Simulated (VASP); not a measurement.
Here is a VASP 6.6.1 calculation.

The input INCAR:

```
SYSTEM = SiNi
PREC = Accurate
ENCUT = 600
EDIFF = 1E-6
ISMEAR = 1
SIGMA = 0.1
LREAL = .False.
LASPH = .True.
NELM = 80
ALGO = Normal
ISIF = 3
LWAVE = .False.
LCHARG = .False.
GGA = PE
IBRION = 2
NSW = 90
EDIFFG = -0.01
KPAR = 4
```

File KPOINTS:

```
Automatic mesh
0
Gamma
  8 12 8
  0 0 0
```

The input POSCAR:

```
SiNi
1.0
    5.1731000000      0.0000000000      0.0000000000
    0.0000000000      3.3381000000      0.0000000000
    0.0000000000      0.0000000000      5.6049000000
Si Ni
4 4
Direct
    0.3212800000      0.7500000000      0.0825000000
    0.1787200000      0.2500000000      0.5825000000
    0.8212800000      0.7500000000      0.4175000000
    0.6787200000      0.2500000000      0.9175000000
    0.0077900000      0.2500000000      0.1875200000
    0.4922100000      0.7500000000      0.6875200000
    0.5077900000      0.2500000000      0.3124800000
    0.9922100000      0.7500000000      0.8124800000
```

Potentials or basis: VASP PAW PBE potentials, release 64 (Si, Ni).

Command:

```console
$ cat potpaw_PBE.64/Si/POTCAR potpaw_PBE.64/Ni/POTCAR > POTCAR
$ mpirun -np 4 vasp_std > vasp.out
```

(1) What does it give for the relaxed volume?

(2) What does it give for the space group after relaxing (to 0.05 Å)?

(3) Predict the band gap on the k mesh.

(4) Predict the relaxed cell.

## Answers

(1) 12.21 Å³/atom.

(2) Pnma (No. 62).

(3) none (metal or under the smearing width).

(4) a = 5.149 Å, b = 3.381 Å, c = 5.612 Å, α = 90.00°, β = 90.00°, γ = 90.00°.
